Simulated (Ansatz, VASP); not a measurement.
# As in VASP and in Ansatz

```
As
1.0
     1.87975    1.08527    3.48577
    -1.87975    1.08527    3.48577
     0.00000   -2.17055    3.48577
As
2
Direct
  0.22880 0.22880 0.22880
  0.77120 0.77120 0.77120
```

Alike in both runs: task electric field gradients; functional r2SCAN; k mesh 11 × 11 × 11; occupations fermi-dirac, width 0.05 eV; no spin polarisation.

|  | VASP | Ansatz |
| --- | --- | --- |
| version | VASP 6.6.1 | Ansatz 0.2.0 |
| potentials or method | VASP PAW PBE potentials, release 64 (As) | plane-wave PAW, scalar-relativistic |
| plane-wave cutoff (eV) | 520 | 500 |
| valence electrons in the cell | 10 | 30 |

|  | VASP | Ansatz | Ansatz less VASP |
| --- | --- | --- | --- |
| pressure (GPa) | 1.1 | 1.1 | -0.07 |
| largest component of the traceless stress (GPa) | 0.45 | 0.42 | -0.026 |
| rms of the force components (eV/Å) | 0.151 | 0.172 | +0.0213 |
| Vzz of the field gradient on the site that differs most (V/Å²) | -52.5 | -55.7 | -3.28 |

Atom by atom the forces differ by 0.021 eV/Å (rms over components). The two sets of potentials don't hold the same shells in valence.

Caveats: the PAW data sets were made with another functional, which shifts forces and pressure a little (VASP).
